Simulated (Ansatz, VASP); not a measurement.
## AlN: VASP beside Ansatz

Aim: how closely do two programs agree when they are given the same cell, functional and k mesh? Of the first pair: The cell is taken from a series of runs on this material, whose earlier steps may have relaxed, scaled, displaced or heated it; both programs get it as it stands.

Method: plane waves, with VASP 6.6.1 beside it; relaxation of cell and atoms at PBEsol and single point at PBEsol, in Ansatz 0.2.0.

## Step 1: Set-up

Symmetry: F-43m, No. 216, cubic system. The conventional cell has a = 4.377 Å, b = 4.377 Å, c = 4.377 Å, α = 90.00°, β = 90.00°, γ = 90.00°. Nearest to Al lie 4 N at 1.90 Å. N has 4 Al at 1.90 Å nearest. Farther neighbours and most contacts between anions are not listed.

## Step 2: VASP: relaxation of cell and atoms, PBEsol

The relaxed volume is the usual yardstick between codes: in a stiff, nearly cubic crystal its relative difference is about their pressure difference at one cell divided by the bulk modulus.

Lines of VASP's logs that name or quote its potential files are left out, and so is its time.

The input, INCAR:

```
SYSTEM = AlN
PREC = Accurate
ENCUT = 600
EDIFF = 1E-07
NELM = 120
ISMEAR = -1
SIGMA = 0.02
LREAL = .FALSE.
ALGO = Normal
GGA = PS
NBANDS = 10
LORBIT = 11
LWAVE = .FALSE.
LCHARG = .FALSE.
ISIF = 3
IBRION = 2
NSW = 80
EDIFFG = -0.005
LASPH = .TRUE.
GGA_COMPAT = .FALSE.
NELMIN = 4
EFERMI = MIDGAP
```

The input, POSCAR:

```
AlN
1.0
    0.0000000000      2.1886353043      2.1886353043
    2.1886353043      0.0000000000      2.1886353043
    2.1886353043      2.1886353043      0.0000000000
Al N
1 1
Direct
    0.0000000000      0.0000000000      0.0000000000
    0.7500000000      0.7500000000      0.7500000000
```

The input, KPOINTS:

```
Automatic mesh
0
Gamma
11 11 11
0 0 0
```

Potentials, in the order of the species: Al and N (PBE family, release 64).

Started as:

```console
$ mpirun -np 1 vasp_std
```

Numbers of over 12 decimals in the logs are rounded to 6 here.

Output:

```text
[banner, memory and clock lines left out]
running    1 mpi-ranks, on    1 nodes
 distrk:  each k-point on    1 cores,    1 groups
 distr:  one band on    1 cores,    1 groups

 POSCAR found type information on POSCAR AlN
 POSCAR found :  2 types and       2 ions
|                                                                             |
|               ----> ADVICE to this user running VASP <----                  |
|                                                                             |
|     You enforced a specific xc type in the INCAR file but a different       |
|     [... a line on the potential file left out ...]
|     I HOPE YOU KNOW WHAT YOU ARE DOING!                                     |
|                                                                             |

 LDA part: xc-table for (Slater+PW92), standard interpolation
 POSCAR, INCAR and KPOINTS ok, starting setup
 FFT: planning ... GRIDC
 FFT: planning ... GRID_SOFT
 FFT: planning ... GRID
 WAVECAR not read
 entering main loop
       N       E                     dE             d eps       ncg     rms          rms(c)
DAV:   1     0.156564897756E+02    0.15656E+02   -0.42666E+03  1120   0.759E+02
DAV:   2    -0.165831846210E+02   -0.32240E+02   -0.30537E+02  1348   0.161E+02
DAV:   3    -0.178272274429E+02   -0.12440E+01   -0.12419E+01  1366   0.323E+01
DAV:   4    -0.178332151830E+02   -0.59877E-02   -0.59873E-02  1274   0.229E+00
DAV:   5    -0.178332826272E+02   -0.67444E-04   -0.67444E-04  1274   0.243E-01    0.825E+00
DAV:   6    -0.156557961660E+02    0.21775E+01   -0.11276E+01  1332   0.187E+01    0.286E+00
DAV:   7    -0.156311605129E+02    0.24636E-01   -0.12701E-01  1226   0.302E+00    0.197E+00
DAV:   8    -0.156137790770E+02    0.17381E-01   -0.24395E-02  1190   0.172E+00    0.496E-01
DAV:   9    -0.156129778262E+02    0.80125E-03   -0.20984E-03  1300   0.325E-01    0.219E-01
DAV:  10    -0.156129988064E+02   -0.20980E-04   -0.22710E-04  1250   0.108E-01    0.264E-02
DAV:  11    -0.156129979749E+02    0.83155E-06   -0.23215E-06  1280   0.135E-02    0.116E-02
DAV:  12    -0.156129980132E+02   -0.38350E-07   -0.31722E-07  1234   0.540E-03
   1 F= -.15612998E+02 E0= -.15612998E+02  d E =-.156130E+02
 curvature:   0.00 expect dE= 0.000E+00 dE for cont linesearch  0.000E+00
 trial: gam= 0.00000 g(F)=  0.408E-48 g(S)=  0.122E-04 ort = 0.000E+00 (trialstep = 0.100E+01)
 search vector abs. value=  0.122E-04
 bond charge predicted
       N       E                     dE             d eps       ncg     rms          rms(c)
DAV:   1    -0.156130183019E+02   -0.20327E-04   -0.48631E-04  1162   0.169E-01    0.309E-02
DAV:   2    -0.156129983870E+02    0.19915E-04   -0.10725E-04  1186   0.628E-02    0.715E-03
DAV:   3    -0.156129983258E+02    0.61184E-07   -0.21246E-06  1182   0.131E-02    0.239E-03
DAV:   4    -0.156129982901E+02    0.35648E-07   -0.71975E-08   662   0.193E-03
   2 F= -.15612998E+02 E0= -.15612998E+02  d E =-.276919E-06
 trial-energy change:   -0.000000  1 .order   -0.000000   -0.000012    0.000011
 step:   0.5182(harm=  0.5182)  dis= 0.00000  next Energy=   -15.613001 (dE=-0.317E-05)
 bond charge predicted
       N       E                     dE             d eps       ncg     rms          rms(c)
DAV:   1    -0.156130060995E+02   -0.77737E-05   -0.11583E-04  1156   0.819E-02    0.152E-02
DAV:   2    -0.156130013162E+02    0.47833E-05   -0.25006E-05  1172   0.303E-02    0.388E-03
DAV:   3    -0.156130012228E+02    0.93358E-07   -0.49079E-07  1146   0.628E-03    0.122E-03
DAV:   4    -0.156130011472E+02    0.75650E-07   -0.18028E-08   590   0.966E-04
   3 F= -.15613001E+02 E0= -.15613001E+02  d E =-.313397E-05
 curvature:  -0.26 expect dE=-0.117E-07 dE for cont linesearch -0.117E-07
 trial: gam= 0.00000 g(F)=  0.166E-48 g(S)=  0.452E-07 ort =-0.744E-06 (trialstep = 0.904E+00)
 search vector abs. value=  0.453E-07
 reached required accuracy - stopping structural energy minimisation
```

OUTCAR, selected parts (step 2):

```text
ion  position               nearest neighbor table
   1  0.000  0.000  0.000-   2 1.90   2 1.90   2 1.90   2 1.90
   2  0.750  0.750  0.750-   1 1.90   1 1.90   1 1.90   1 1.90

  LATTYP: Found a face centered cubic cell.
 ALAT       =     4.3772706086

 Subroutine GETGRP returns: Found 24 space group operations
 (whereof 24 operations were pure point group operations)

The static configuration has the point symmetry T_d .

 Found     56 irreducible k-points:

   k-points           NKPTS =     56   k-points in BZ     NKDIM =     56   number of bands    NBANDS=     10

   dimension x,y,z NGX =    28 NGY =   28 NGZ =   28
   dimension x,y,z NGXF=    56 NGYF=   56 NGZF=   56

   ENCUT  =  600.0 eV  44.10 Ry    6.64 a.u.   6.18  6.18  6.18*2*pi/ulx,y,z

   NELECT =       8.0000    total number of electrons

 k-points in reciprocal lattice and weights: Automatic mesh
   0.00000000  0.00000000  0.00000000       0.001
   0.09090909  0.00000000  0.00000000       0.006
   0.18181818  0.00000000  0.00000000       0.006
   0.27272727  0.00000000  0.00000000       0.006
   0.36363636  0.00000000  0.00000000       0.006
   0.45454545  0.00000000  0.00000000       0.006
   0.09090909  0.09090909  0.00000000       0.005
   0.18181818  0.09090909  0.00000000       0.018
   0.27272727  0.09090909  0.00000000       0.018
[...]
-0.36363636  0.45454545  0.18181818       0.018
  -0.27272727  0.45454545  0.18181818       0.018

 average (electrostatic) potential at core
       1 -71.4019       2 -60.0615

 E-fermi :   7.4765

 k-point     1 :       0.0000    0.0000    0.0000
  band No.  band energies     occupation
      1      -9.1022      2.00000
      2       5.8223      2.00000
      3       5.8223      2.00000
      4       5.8223      2.00000
      5       9.9038      0.00000
      6      18.2339      0.00000
      7      18.2339      0.00000
      8      18.2339      0.00000
      9      23.3631      0.00000
    ...

 k-point     2 :       0.0909    0.0000    0.0000
  band No.  band energies     occupation
      1      -8.9804      2.00000
      2       5.1270      2.00000
      3       5.7791      2.00000
      4       5.7791      2.00000
      5      10.4720      0.00000
      6      17.9050      0.00000
      7      18.3501      0.00000
      8      18.3501      0.00000
      9      22.2122      0.00000
    ...

 k-point     3 :       0.1818    0.0000    0.0000
  band No.  band energies     occupation
      1      -8.6300      2.00000
      2       3.6996      2.00000
      3       5.6680      2.00000
      4       5.6680      2.00000
      5      11.4966      0.00000
      6      17.1931      0.00000
      7      18.3647      0.00000
      8      18.3647      0.00000
      9      21.5255      0.00000
    ...

  Total        0.0007900      0.0007900      0.0007900      0.0000000     -0.0000000      0.0000000
  in kB        0.0603929      0.0603929      0.0603929      0.0000000     -0.0000000      0.0000000
  external PRESSURE =       0.0603929 kB  Pullay stress =       0.0000000 kB

  energy-cutoff  :      600.00
  volume of cell :       20.96
      direct lattice vectors                 reciprocal lattice vectors
     0.000000000  2.188279438  2.188279438    -0.228490014  0.228490014  0.228490014
     2.188279438  0.000000000  2.188279438     0.228490014 -0.228490014  0.228490014
     2.188279438  2.188279438 -0.000000000     0.228490014  0.228490014 -0.228490014

 POSITION                                       TOTAL-FORCE (eV/Angst)
 -----------------------------------------------------------------------------------
      0.00000      0.00000      0.00000        -0.000000     -0.000000     -0.000000
      3.28242      3.28242      3.28242         0.000000      0.000000      0.000000
 -----------------------------------------------------------------------------------
    total drift:                               -0.000000     -0.000000     -0.000000

  FREE ENERGIE OF THE ION-ELECTRON SYSTEM (eV)
  ---------------------------------------------------
  free  energy   TOTEN  =       -15.6130011472 eV

  energy  without entropy=      -15.6130011472  energy(sigma->0) =      -15.61300115

 reached required accuracy - stopping structural energy minimisation

 total charge
# of ion       s       p       d       tot
------------------------------------------
    1        0.370   0.445   0.000   0.815
    2        1.215   2.612   0.000   3.827
--------------------------------------------------
tot          1.585   3.058   0.000   4.642

[... 3 further parts left out ...]
```

CONTCAR:

```
AlN
   1.00000000000000
     0.0000000000000000    2.1882794384101545    2.1882794384101545
     2.1882794384101545    0.0000000000000000    2.1882794384101545
     2.1882794384101545    2.1882794384101545   -0.0000000000000000
  Al              N
     1     1
Direct
     0.0000000000000000    0.0000000000000000    0.0000000000000000
     0.7500000000000000    0.7500000000000000    0.7500000000000000
```

The run keeps the 24 symmetry operations of its start, so it cannot find a distortion of lower symmetry.

## Step 3: Ansatz: relaxation of cell and atoms, PBEsol

Ansatz runs on its PAW soft_1 files.

The same cell, functional, mesh and smearing now go to Ansatz.

The input, input.yaml:

```yaml
crystal:
  lattice:
    - [0.0, 2.1886353043, 2.1886353043]
    - [2.1886353043, 0.0, 2.1886353043]
    - [2.1886353043, 2.1886353043, 0.0]
  atoms:
    - { symbol: Al, position: [0.0, 0.0, 0.0] }
    - { symbol: "N", position: [0.75, 0.75, 0.75] }
kpoints:
  mp_grid: { grid: [11, 11, 11] }
scf:
  occupations: { method: fermi_dirac, width: 0.02 }
hamiltonian:
  xc: pbesol
  pseudopotentials: { kind: paw, azcp: { folder: soft_1 }, xc_functional: pbe }
basis:
  ecutwfc: 600
output:
  forces: true
  stress: true
relax:
  f_tol: 0.005
  max_steps: 70
  cell: { stress_tol: 0.02, p_target: 0 }
```

Started as:

```console
$ ansatz run input.yaml --threads 4 --pin off --max-ram 10240MiB --backend cpu --events-out ev --progress --plain --runs-dir out
```

Output:

```text
Engine: ansatz 0.2.0, aarch64-unknown-linux-gnu
Pseudopotentials: kind: paw
Pseudopotential: Al, paw, valence charge 3, recommended cutoff 420 eV (normal), soft_1/Al.paw.azcp
Pseudopotential: N, paw, valence charge 5, recommended cutoff 420 eV (normal), soft_1/N.paw.azcp
Functional definition: PBEsol
  exchange = pbesol_x
  correlation = pbesol_c
Crystal: 2 atoms, lattice volume = 20.968 Å³
Basis set: ecut = 600 eV, 725 PW (Γ), exchange–correlation on 50×50×50 points (8 copies of the dense FFT grid, shifted against one another)
Bands: 8, of which v1, the nominal top of the filled ones, is band 4 counted from 1 (3 counted from 0)
Symmetry: 24 space group operations
Space group: F-43m (ITA 216), of the structure as read, at distance tolerance 2.8e-5 Å
k-points: 56 of 1331 (time reversal used)
Non-local potential: Al, projectors of the file, l = 0: 2, l = 1: 2, l = 2: 1
Non-local potential: N, projectors of the file, l = 0: 2, l = 1: 2, l = 2: 1
PAW form: soft (Blöchl's): semilocal exchange-correlation on the pseudo side does not see the compensation charge
PAW frozen core: Al, regenerated for the run's functional, and the local potential with it (the file was generated under x = pbe(κ = 0.804, μ = 0.219515), c = pbe(β = 0.066725))
PAW frozen core: N, regenerated for the run's functional, and the local potential with it (the file was generated under x = pbe(κ = 0.804, μ = 0.219515), c = pbe(β = 0.066725))
PAW one-centre angular grid: Al, 110 points (default); XC on 64 Gauss nodes
PAW one-centre angular grid: N, 110 points (default); XC on 64 Gauss nodes
Initial density: superposition of atomic densities (chi_scale 0.1, normalization cell, long waves kept (reshape's long-wave potential 0.00 eV rms))
Initial wavefunctions: pseudopotential atomic-orbital guess
Functional: x = pbesol(κ = 0.804, μ = 0.123457), c = pbesol(β = 0.046)
SCF iter   1: F=—  HF=-907.265211 eV  |F-HF|=—  |Δ(HF+E_count)|=         —  Δρ=1.30e-1  dr2=4.36e0  ethr=3.10e-3  ⟨swp⟩=4.4  Hψ=3263  notcnv=0
preconditioner: auto → none  [insulator: Δε(μ)=5.343 eV  Ē_g=16.377 eV  σ=0.020 eV  W_gap=1.00  n_scr=0 (ndim 8)  ℏωp=22.9 eV  f_vac=0.000  D(μ)=0.00/eV (n_scr^D=0)  ε∞_Penn≈3.0]
SCF iter   2: F=—  HF=-906.135467 eV  |F-HF|=—  |Δ(HF+E_count)|=    1.13e0  Δρ=7.43e-2  dr2=6.95e-1  ethr=3.10e-3  ⟨swp⟩=3.0  Hψ=1497  notcnv=0
SCF iter   3: F=—  HF=-905.935041 eV  |F-HF|=—  |Δ(HF+E_count)|=   2.00e-1  Δρ=2.23e-2  dr2=5.30e-2  ethr=3.10e-3  ⟨swp⟩=2.3  Hψ=1043  notcnv=0
SCF iter   4: F=—  HF=-905.921011 eV  |F-HF|=—  |Δ(HF+E_count)|=   1.40e-2  Δρ=1.06e-3  dr2=1.15e-4  ethr=6.62e-4  ⟨swp⟩=2.0  Hψ=752  notcnv=0
SCF iter   5: F=—  HF=-905.920968 eV  |F-HF|=—  |Δ(HF+E_count)|=   4.29e-5  Δρ=2.83e-4  dr2=4.38e-6  ethr=1.43e-6  ⟨swp⟩=2.1  Hψ=646  notcnv=0
SCF iter   6: F=—  HF=-905.920958 eV  |F-HF|=—  |Δ(HF+E_count)|=   1.02e-5  Δρ=1.91e-5  dr2=3.99e-8  ethr=1.25e-9  ⟨swp⟩=2.4  Hψ=1592  notcnv=0
SCF iter   7: F=-905.920958 eV  HF=-905.920958 eV  |F-HF|=5.31e-10  |Δ(HF+E_count)|=   7.93e-9  Δρ=3.46e-6  dr2=9.77e-10  ethr=4.98e-10  ⟨swp⟩=2.0  Hψ=1345  notcnv=0
SCF 1 converged in 7 iterations: F = -905.920958 eV  dr2 = 9.77e-10
  greatest PAW one-centre occupation: 0.787 electrons in one spin orbital (limit 2), on the N atom at site 1 (counted from 0), in its partial waves of l = 0
relax step   1: F+E_penalty+E_count = -905.92095813 eV  Δ(F+E_penalty+E_count) = +0.000e0 eV  max|allowed force component| = 1.943e-16 eV/Å  Δτ_max = 0.0000 Å  P = +0.003 GPa  Ω = 20.968 Å³  (7 SCF iters, dr2 threshold 1.00e-7 eV, accepted)
Initial density: handed on by an earlier stage of this run
Initial wavefunctions: pseudopotential atomic-orbital guess (no wavefunctions were taken with the density)
iter 1 solved again at ethr=6.83e-8 eV; its pass at ethr=3.10e-3 eV (dr2=5.46e-6 eV) is discarded
SCF iter   1: F=—  HF=-905.920967 eV  |F-HF|=—  |Δ(HF+E_count)|=         —  Δρ=3.73e-6  dr2=1.07e-9  ethr=6.83e-8  ⟨swp⟩=2.9  Hψ=4639  notcnv=0
eigensolver tolerance schedule: the retry pair's looser diagonalisation over-reported the residual by 5112.94 of it (diagonalisation noise at 0.13 of the residual, at the tolerance the schedule requests for it); recorded, not acted on — ethr = c·dr2/N_el stays at c = 1.0e-1
preconditioner: auto → none  [insulator: Δε(μ)=3.315 eV  Ē_g=15.242 eV  σ=0.020 eV  W_gap=1.00  n_scr=0 (ndim 8)  ℏωp=22.9 eV  f_vac=0.000  D(μ)=0.00/eV (n_scr^D=0)  ε∞_Penn≈3.3]
SCF iter   2: F=—  HF=-905.920958 eV  |F-HF|=—  |Δ(HF+E_count)|=   9.14e-6  Δρ=1.62e-6  dr2=1.90e-10  ethr=1.33e-11  ⟨swp⟩=2.0  Hψ=672  notcnv=0
SCF iter   3: F=—  HF=-905.920958 eV  |F-HF|=—  |Δ(HF+E_count)|=  2.04e-10  Δρ=5.36e-7  dr2=3.95e-11  ethr=2.38e-12  ⟨swp⟩=2.1  Hψ=633  notcnv=0
SCF iter   4: F=-905.920958 eV  HF=-905.920958 eV  |F-HF|=3.41e-13  |Δ(HF+E_count)|=  1.14e-13  Δρ=1.10e-7  dr2=1.51e-12  ethr=1.00e-12  ⟨swp⟩=3.5  Hψ=1749  notcnv=0
SCF 2 converged in 4 iterations: F = -905.920958 eV  dr2 = 1.51e-12
relax step   2: F+E_penalty+E_count = -905.92095813 eV  Δ(F+E_penalty+E_count) = -1.246e-10 eV  max|allowed force component| = 1.850e-16 eV/Å  Δτ_max = 0.0000 Å  P = +0.003 GPa  Ω = 20.968 Å³  stress off target by 2.85e-3 GPa  SCF on the basis re-selected at this cell (its energy is not comparable with the rows above)  (4 SCF iters)
basis re-selected at this cell: Δ(F+E_penalty+E_count) = -1.246e-10 eV, ΔP = -0.000 GPa vs the last step (what re-selecting the basis moved, of the pressure what is left beyond the Pulay correction that the steps carried, after the strain that the cell walked since its last selection, with what the two solves' SCF thresholds leave and, on support functions, any second-order correction that the steps lacked; it is no  [...]
SCF converged after 4 iterations
Free energy (F): -905.920958 eV
Harris-Foulkes:  -905.920958 eV  (|F-HF|=3.41e-13)
Internal energy: -905.920958 eV  (E = F + TS)
E sigma→0 (E₀):  -905.920958 eV
Fermi energy:    8.463283 eV
--- Per-component energies (eV) ---
  E_band       = 14.057387
  E_kinetic    = 155.739274
  E_local      = -208.670775  (includes V_loc(G=0)·N_el)
  E_nonlocal   = 44.939527
  E_hartree    = 76.277785
  E_xc         = -97.904248
  E_vxc        = -106.384816  (∫ρ·V_xc dr)
  E_paw        = -580.375270  (= ΣΔE_a)
  E_vpaw       = -24.121393  (= ΣTr[D̂ρ^β])
  E_aug_tail   = 0.000018  (compensation charges beyond the density's cutoff)
  E_ewald      = -295.974507
  E_core_change = 0.047238  (= ΣΔE_core)
  E_smearing   = -0.000000  (= −TS)
  E_closure    = 0.000000  (closes the sum)
  Σ components = -905.920958   (vs F -905.920958, Δ=0.00e0)
--- Forces (eV/Å), atoms counted from 1 ---
  atom   1  Al    -0.00000000     0.00000000     0.00000000
  atom   2  N      0.00000000    -0.00000000     0.00000000
  max |Σ_I F_I| component: 1.85e-16 eV/Å
--- Stress (GPa, compression-positive) ---
        0.002852       0.000000      -0.000000
        0.000000       0.002852       0.000000
       -0.000000       0.000000       0.002852
  P = ⅓ Tr σ = 0.0029 GPa (0.029 kbar)
--- Relaxed structure (1 steps of the walk, 1 accepted, 1 SCFs on fresh bases) ---
  F+E_penalty+E_count = -905.92095813 eV   max|allowed force component| = 1.850e-16 eV/Å   (the final SCF, on the basis selected at the relaxed cell)
  cell:  # Å, volume = 20.9677 Å³
    - [0.0, 2.1886353043, 2.1886353043]
    - [2.1886353043, 0.0, 2.1886353043]
    - [2.1886353043, 2.1886353043, 0.0]
  atoms:
    - { symbol: Al, position: [0.0, 0.0, 0.0] }
    - { symbol: N, position: [0.750000, 0.750000, 0.750000] }
```

## Step 4: Differences

Known differences besides the potentials themselves: Ansatz makes its cores anew for this functional, VASP keeps those of its PBE data sets; Ansatz adds a Pulay correction to the stress that steers its cell, VASP none. Total energies have different zeros and are not compared.

Both answers:

| quantity | Ansatz | VASP | difference |
| --- | --- | --- | --- |
| volume (Å³) | 20.97 | 20.96 | +0.05 % |
| edge a after relaxation, in the typed setting (Å) | 3.095 | 3.095 | +0.02 % |

## Step 5: Ansatz: relaxation, PBEsol

This run makes the geometry at which the two programs are then compared.

The structure compared here is the end of the Ansatz relaxation.

input.yaml: that of step 3 with these lines changed.

```diff
@@ -23,2 +23,2 @@
   max_steps: 70
-  cell: { stress_tol: 0.02, p_target: 0 }
+  cell: { stress_tol: 0.02, p_target: 5 }
```

Output:

```text
[...]
Crystal: 2 atoms, lattice volume = 20.968 Å³
Basis set: ecut = 600 eV, 725 PW (Γ), exchange–correlation on 50×50×50 points (8 copies of the dense FFT grid, shifted against one another)
Bands: 8, of which v1, the nominal top of the filled ones, is band 4 counted from 1 (3 counted from 0)
Symmetry: 24 space group operations
[...]
k-points: 56 of 1331 (time reversal used)
[...]
4.998579       0.000000       0.000000
        0.000000       4.998579       0.000000
        0.000000       0.000000       4.998579
  P = ⅓ Tr σ = 4.9986 GPa (49.986 kbar)
--- Relaxed structure (4 steps of the walk, 4 accepted, 1 SCFs on fresh bases) ---
[...]
cell:  # Å, volume = 20.4752 Å³
    - [0, 2.171366, 2.171366]
    - [2.171366, 0, 2.171366]
    - [2.171366, 2.171366, 0]
  atoms:
    - { symbol: Al, position: [0, 0, 0] }
    - { symbol: N, position: [0.75, 0.75, 0.75] }
[key lines of the parts left out:]
SCF converged after 5 iterations
Free energy (F): -905.913421 eV
Fermi energy:    8.720281 eV
```

[end of part 1 of 2]

[Lines on the potential files, build, host, timing and source positions are cut from VASP's logs without a mark.]

[Logs are printed without paths, hosts, clocks, repeated set-up lines and the standing remarks that a program may print on its own settings, such as how far it seeks lower states.]

[Hosts, paths, dates, database ids (printed as entryN), source tags and the programs' standing remarks are cut or masked in the printed files.]
